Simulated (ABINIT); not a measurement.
# AlN (F-43m) in ABINIT: further runs, part 2 of 2

ABINIT 10.8.3 (patched build). Earlier steps stand in the parts before.

### 6 Equation of state, revPBE+D3(BJ)

Input file run.abi:

```
ndtset 7
getwfk -1
scalecart1 3*0.9795861087
scalecart2 3*0.9864848297
scalecart3 3*0.9932883884
scalecart4 3*1.0000000000
scalecart5 3*1.0066227096
scalecart6 3*1.0131594038
scalecart7 3*1.0196128224

pp_dirpath "./"
pseudos "Al.GGA_PBE-JTH.xml, N.GGA_PBE-JTH.xml"

acell 3*1.0
rprim
     0.0000000000     4.1271496856     4.1271496856
     4.1271496856     0.0000000000     4.1271496856
     4.1271496856     4.1271496856     0.0000000000
ntypat 2
znucl 13 7
natom 2
typat 1 2
xred
     0.0000000000     0.0000000000     0.0000000000
     0.2500000000     0.2500000000     0.2500000000

ecut 25.0
pawecutdg 47.0

kptopt 1
ngkpt 10 10 10
nshiftk 1
shiftk 0.0 0.0 0.0

ixc 14
vdw_xc 7

nband 8
occopt 3
tsmear 0.05 eV

nstep 100
tolvrs 1.0e-9

iomode 3
prtwf 1
prtden 0
prteig 0
prtebands 0
```

Potentials or basis: JTH PAW PBE v2.0.

On the command line:

```sh
abinit run.abi > log 2>&1
```

run.abo:

```text
.Version 10.8.3 of ABINIT
 DATASET    1 : space group F-4 3 m (#216); Bravais cF (face-center cubic)
================================================================================
 Values of the parameters that define the memory need for DATASET  1.
     intxc =       0    ionmov =       0      iscf =      17    lmnmax =       8
     lnmax =       4     mgfft =      27  mpssoang =       2    mqgrid =    3001
     natom =       2  nloc_mem =       2    nspden =       1   nspinor =       1
    nsppol =       1      nsym =      24    n1xccc =       1    ntypat =       2
    occopt =       3   xclevel =       2
       mpw =         804          nfft =       19683          nkpt =          47
 PAW method is used; the additional fine FFT grid is defined by:
   mgfftf=        36    nfftf =     46656
================================================================================
================================================================================
[... 71 lines left out ...]
 DATASET    7 : space group F-4 3 m (#216); Bravais cF (face-center cubic)
================================================================================
 Values of the parameters that define the memory need for DATASET  7.
     intxc =       0    ionmov =       0      iscf =      17    lmnmax =       8
     lnmax =       4     mgfft =      30  mpssoang =       2    mqgrid =    3001
     natom =       2  nloc_mem =       2    nspden =       1   nspinor =       1
    nsppol =       1      nsym =      24    n1xccc =       1    ntypat =       2
    occopt =       3   xclevel =       2
       mpw =         908          nfft =       27000          nkpt =          47
 PAW method is used; the additional fine FFT grid is defined by:
   mgfftf=        40    nfftf =     64000
================================================================================
================================================================================

--------------------------------------------------------------------------------
------------- Echo of variables that govern the present computation ------------
--------------------------------------------------------------------------------
 -outvars: echo values of preprocessed input variables --------
            acell      1.0000000000E+00  1.0000000000E+00  1.0000000000E+00 Bohr
              amu      2.69815390E+01  1.40067400E+01
             ecut      2.50000000E+01 Hartree
[... 161 lines left out ...]

  -4.47066277E+00                                ecore*ucvol(ha*bohr**3)
--------------------------------------------------------------------------------

================================================================================

--- !BeginCycle
iteration_state: {dtset: 1, }
solver: {iscf: 17, nstep: 100, nline: 4, wfoptalg: 10, }
tolerances: {tolvrs: 1.00E-09, }
...
[... 1272 lines left out ...]
-Cartesian components of stress tensor (GPa)         [Pressure= -1.1380E+01 GPa]
- sigma(1 1)=  1.13803286E+01  sigma(3 2)=  0.00000000E+00
- sigma(2 2)=  1.13803286E+01  sigma(3 1)=  0.00000000E+00
- sigma(3 3)=  1.13803286E+01  sigma(2 1)=  0.00000000E+00

== END DATASET(S) ==============================================================
================================================================================

 -outvars: echo values of variables after computation  --------
            acell      1.0000000000E+00  1.0000000000E+00  1.0000000000E+00 Bohr
           etotal1    -1.2234051417E+01
           etotal2    -1.2235072982E+01
           etotal3    -1.2235622349E+01
           etotal4    -1.2235753846E+01
           etotal5    -1.2235494451E+01
           etotal6    -1.2234883166E+01
           etotal7    -1.2233962500E+01
            fcart1    -1.6650462674E-29 -1.6650462674E-29  4.9951388023E-29
                       1.6650462674E-29  1.6650462674E-29 -4.9951388023E-29
            fcart2    -2.0667527579E-30 -2.0667527579E-30  6.2002582736E-30
                       2.0667527579E-30  2.0667527579E-30 -6.2002582736E-30
            fcart3    -2.0525964727E-30 -2.0525964727E-30  6.1577894180E-30
                       2.0525964727E-30  2.0525964727E-30 -6.1577894180E-30
            fcart4     2.0388202424E-30  2.0388202424E-30 -6.1164607272E-30
                      -2.0388202424E-30 -2.0388202424E-30  6.1164607272E-30
            fcart5     6.4813010013E-29  6.4813010013E-29 -1.9443903004E-28
                      -6.4813010013E-29 -6.4813010013E-29  1.9443903004E-28
[... 38 lines left out ...]
                       0.0000000000E+00  0.0000000000E+00  0.0000000000E+00
           xangst1     0.0000000000E+00  0.0000000000E+00  0.0000000000E+00
                       1.0697048755E+00  1.0697048755E+00  1.0697048755E+00
           xangst2     0.0000000000E+00  0.0000000000E+00  0.0000000000E+00
                       1.0772382566E+00  1.0772382566E+00  1.0772382566E+00
           xangst3     0.0000000000E+00  0.0000000000E+00  0.0000000000E+00
                       1.0846677208E+00  1.0846677208E+00  1.0846677208E+00
           xangst4     0.0000000000E+00  0.0000000000E+00  0.0000000000E+00
                       1.0919967791E+00  1.0919967791E+00  1.0919967791E+00
           xangst5     0.0000000000E+00  0.0000000000E+00  0.0000000000E+00
                       1.0992287566E+00  1.0992287566E+00  1.0992287566E+00
           xangst6     0.0000000000E+00  0.0000000000E+00  0.0000000000E+00
                       1.1063668056E+00  1.1063668056E+00  1.1063668056E+00
           xangst7     0.0000000000E+00  0.0000000000E+00  0.0000000000E+00
                       1.1134139180E+00  1.1134139180E+00  1.1134139180E+00
             xred      0.0000000000E+00  0.0000000000E+00  0.0000000000E+00
                       2.5000000000E-01  2.5000000000E-01  2.5000000000E-01
 Calculation completed.
```

Wall time 65 s (1 thread of Arm Neoverse V1, shared host); peak memory 0.13 GiB.

Results:

- Equilibrium volume: 10.38 Å³/atom
- Bulk modulus: 204 GPa
- Pressure derivative of the bulk modulus: 3.9

Energy against volume, from the lowest point:
```csv
volume (Å³/atom),energy (meV/atom)
9.792,23.16
10.001,9.26
10.209,1.79
10.417,0.00
10.626,3.53
10.834,11.85
11.042,24.37
```

Caveat: the cutoff is too short for stress, so the log's stress isn't used; pressures at fixed basis lie under the slope of the energies; the PAW data sets were made with another functional, which shifts forces and pressure a little.

### 7 Overview

| task | level | potentials or basis | cutoff (eV) | fine-grid cutoff | gap on the mesh (eV) | V0 of scaled cells (Å³/atom) | B0 (GPa) |
| --- | --- | --- | --- | --- | --- | --- | --- |
| band structure | LDA | JTH PAW LDA v2.0 | 680 | 1278.94 eV | 3.23 | - | - |
| band structure | WC | JTH PAW PBE v2.0 | 680 | 1278.94 eV | 3.20 | - | - |
| equation of state | SOGGA | PseudoDojo NC SR PBEsol v0.4.1 standard | 1143 | - | - | 10.43 | 203 |
| equation of state | BP86 | JTH PAW PBE v2.0 | 680 | 1278.94 eV | - | 10.71 | 192 |
| equation of state | revPBE+D3(BJ) | JTH PAW PBE v2.0 | 680 | 1278.94 eV | - | 10.38 | 204 |

Alike in all rows: no spin polarisation; cell as given; k mesh 10 × 10 × 10; smearing fermi-dirac 0.05 eV.

Caveats: the PAW data sets were made with another functional, which shifts forces and pressure a little (some runs); pressures at fixed basis lie under the slope of the energies (some runs); the potentials were made for another functional, which shifts forces and pressure (some runs).

Total energies depend on the potentials used, so only differences within one code and one set of settings carry meaning.
